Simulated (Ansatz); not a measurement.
**AlRu in Ansatz: convergence with k mesh**

Input of the first run (k mesh 2 × 2 × 2); the others differ in this setting and in those tied to it:

input.yaml

```yaml
crystal:
  lattice:
    - [2.9916, 0.0, 0.0]
    - [0.0, 2.9916, 0.0]
    - [0.0, 0.0, 2.9916]
  atoms:
    - { symbol: Ru, position: [0.5, 0.5, 0.5] }
    - { symbol: Al, position: [0.0, 0.0, 0.0] }
kpoints:
  mp_grid: { grid: [2, 2, 2] }
scf:
  occupations: { method: fermi_dirac, width: 0.05 }
hamiltonian:
  xc: lda
  pseudopotentials: { kind: all_electron, lapw: { basis_error: 0.001 } }
output:
  forces: true
  stress: true
  eigenvalues: true
```

Potentials or basis: all-electron LAPW, scalar-relativistic.

The run is started by

```sh
$ ansatz run input.yaml --threads 1 --pin off --max-ram 3072MiB --backend cpu --events-out ev --progress --plain --runs-dir out
```

Hardware: 1 thread of Intel(R) Xeon(R) Processor @ 2.50GHz (Skylake/Cascade Lake), with other jobs on the host.

**Question.** The values tried are 2 × 2 × 2, 3 × 3 × 3, 4 × 4 × 4, 6 × 6 × 6, 7 × 7 × 7, 9 × 9 × 9, 11 × 11 × 11, 13 × 13 × 13, loosest first. From which on does the pressure stay within 0.1 GPa of the tightest run that finished?

**Answer.** From 6 × 6 × 6 on.

```tsv
k mesh	energy less the tightest run, at zero smearing (meV/atom)	pressure (GPa)	SCF cycles	CPU time (s)	peak memory (GiB)
2 × 2 × 2	359.07	-0.74	6	3.4	0.25
3 × 3 × 3	133.78	-6.43	8	3.9	0.25
4 × 4 × 4	-127.95	-10.40	7	4.9	0.26
6 × 6 × 6	0.90	-8.21	7	8	0.28
7 × 7 × 7	-1.80	-8.15	7	9.6	0.28
9 × 9 × 9	2.35	-8.19	7	13	0.3
11 × 11 × 11	5.78	-8.09	7	20	0.34
13 × 13 × 13	0.00	-8.16	7	27	0.39
```

Not settled before the last step: the energy (to 1 meV/atom). Meshes of other sizes hit other points, so gaps and Fermi surfaces needn't settle smoothly. The tightest run that finished is the yardstick and may itself not be fully converged.
